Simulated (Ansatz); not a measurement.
The system is Mo.

```
Mo
1.0
    -1.58381    1.58381    1.58381
     1.58381   -1.58381    1.58381
     1.58381    1.58381   -1.58381
Mo
1
Direct
  0.00000 0.00000 0.00000
```

Base run:

```yaml
Program: Ansatz 0.2.0
Functional: LDA
Potentials_or_basis: Ansatz PAW
Cutoff: "420 eV (not typed: the program's choice for these potentials)"
k_mesh: 12 × 12 × 12
Occupations: fermi-dirac, width 0.05 eV
Spin: no spin polarisation
```

Its results: band gap on the k mesh none (metal or under the smearing width); pressure -14.2 GPa.

Problem. The run is repeated on the same cell with these changes: functional from LDA to PBE. What comes out?

Solution. Band gap on the k mesh none (metal or under the smearing width); pressure -1.9 GPa.

PBE binds less tightly than LDA, so the same cell stands under more pressure.

Caveats: the PAW data sets come from PBE, with cores solved anew for the run's functional, which leaves a small shift of forces and pressure (some runs).
